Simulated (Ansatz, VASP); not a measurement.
CdS in VASP and in Ansatz

File INCAR:

```
SYSTEM = CdS
  PREC = Accurate
  ENCUT = 520
  EDIFF = 1E-6
  ISMEAR = 0
  SIGMA = 0.1
  LREAL = .FALSE.
  LASPH = .TRUE.
  NELM = 60
  ALGO = Normal
  ISIF = 2
  LWAVE = .FALSE.
  LCHARG = .FALSE.
  GGA = PE
  NBANDS = 26
```

The input KPOINTS:

```
regular mesh
0
G
  6 6 4
  0 0 0
```

Contents of POSCAR:

```
CdS
1.0
    4.1688381000      0.0000000000      0.0000000000
   -2.0844190500      3.6103197000      0.0000000000
    0.0000000000      0.0000000000      6.7796174100
Cd S
2 2
Direct
    0.6666666700      0.3333333300      0.5002243700
    0.3333333300      0.6666666700      0.0002243700
    0.6666666700      0.3333333300      0.8767756300
    0.3333333300      0.6666666700      0.3767756300
```

Input for Ansatz:

```yaml
crystal:
  lattice:
    - [4.1688381, 0.0, 0.0]
    - [-2.08441905, 3.6103197, 0.0]
    - [0.0, 0.0, 6.77961741]
  atoms:
    - { symbol: Cd, position: [0.66666667, 0.33333333, 0.50022437] }
    - { symbol: Cd, position: [0.33333333, 0.66666667, 0.00022437] }
    - { symbol: S, position: [0.66666667, 0.33333333, 0.87677563] }
    - { symbol: S, position: [0.33333333, 0.66666667, 0.37677563] }
basis:
  ecutwfc: 420
kpoints:
  mp_grid: { grid: [6, 6, 4] }
hamiltonian:
  xc: pbe
scf:
  occupations: { method: gaussian, width: 0.1 }
output:
  forces: true
  stress: true
  eigenvalues: true
```

The cell is a database's computed one.

Alike in both runs: task single point; functional PBE; k mesh 6 × 6 × 4; occupations gaussian, width 0.1 eV; no spin polarisation.

|  | VASP | Ansatz |
| --- | --- | --- |
| version | VASP 6.6.1 | Ansatz 0.2.0 |
| potentials or method | VASP PAW PBE potentials, release 64 (Cd, S) | scalar-relativistic, plane waves, PAW |
| plane-wave cutoff (eV) | 520 | 420 |
| valence electrons in the cell | 36 | 52 |

|  | VASP | Ansatz | Ansatz less VASP |
| --- | --- | --- | --- |
| gap on the k mesh at the Fermi level (eV) | 1.16 | 1.16 | -0.002 |
| least direct gap on the mesh (eV) | 1.16 | 1.16 | -0.002 |
| pressure (GPa) | 1.5 | 1.1 | -0.32 |

With one functional, cell and mesh, what is left measures potentials, basis and numerics. The two sets of potentials don't hold the same shells in valence.

Expect the measured gap to be larger: semilocal functionals such as PBE lack the derivative discontinuity.
